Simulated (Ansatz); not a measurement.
Runs of Ansatz 0.2.0 on Sc. It takes space group I4/mmm (No. 139, tetragonal). Conventional cell: a = 3.834 Å, b = 3.834 Å, c = 3.435 Å, α = 90.00°, β = 90.00°, γ = 90.00°. Sc (site symmetry 4/mmm) has 10 Sc at 3.21 to 3.44 Å as nearest neighbours. This isn't the form of Sc at room conditions, which is hcp.

| level | cutoff (eV) | gap on the mesh (eV) | pressure (GPa) |
| --- | --- | --- | --- |
| PBEsol | 420 | none | -2.9 |
| r2SCAN | 500 | none | (a) |
| r2SCAN0 | 500 | none | 0.4 |
| PBE0 | 420 | none | 0.2 |
| HSE06 | 420 | none | 0.4 |
| LDA | 420 | none | -5.4 |

Alike in all rows: task projected density of states; potentials or basis Ansatz PAW; no spin polarisation; cell as given; k mesh 6 × 6 × 6; smearing fermi-dirac 0.05 eV; the mesh is coarse, so values aren't converged.

Task: Estimate the missing entries.

Result: (a) -0.2.

Caveats: all runs use coarse meshes; the PAW data sets come from PBE, with cores solved anew for the run's functional, which leaves a small shift of forces and pressure; the density of states is complete only up to the lowest level of the last band computed; the thresholds are loose for stress (some runs).

A gap of «none» marks a metal or a gap under the smearing width.

Runs at the PBE level aren't shown here.
